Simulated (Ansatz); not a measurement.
# Ionic part of the dielectric constant of BP at 2 GPa, mode by mode

The calculation used DFT PBE, scalar-relativistic, plane waves, PAW in Ansatz 0.2.0. Plane waves to 420 eV; Γ-centred k mesh 10×10×10; fixed occupations. No spin polarisation. Phonons by linear response, acoustic sum rule imposed.

The structure is cubic, space group F-43m (No. 216). Conventional cell: a = 4.530 Å, b = 4.530 Å, c = 4.530 Å, α = 90.00°, β = 90.00°, γ = 90.00°. B (site symmetry -43m) is surrounded by 4 P at 1.96 Å. P (site symmetry -43m) is surrounded by 4 B at 1.96 Å.

The primitive cell has V = 23.24 Å³ and ε∞,zz = 9.152. Each polar mode adds Δε = (4.92064×10⁷/V)·S/ν² along z, with S its oscillator strength in e²/amu, ν in cm⁻¹ and V in Å³.

Question: From these modes, find each Δε and ε0,zz.
```
ν (cm⁻¹) S_zz (e²/amu)
   809.3         0.0352
```

Answer:
| ν (cm⁻¹) | Δε |
| --- | --- |
| 809.3 | 0.11 |

The sum is 0.114, so ε0,zz = 9.27; the run's tensor has 9.27.

Question: Where do the longitudinal modes lie for a wave vector along z?

Answer: At 814 cm⁻¹. The Lyddane–Sachs–Teller product Π(ν_LO/ν_TO)² = 1.01 matches ε0/ε∞ = 1.01.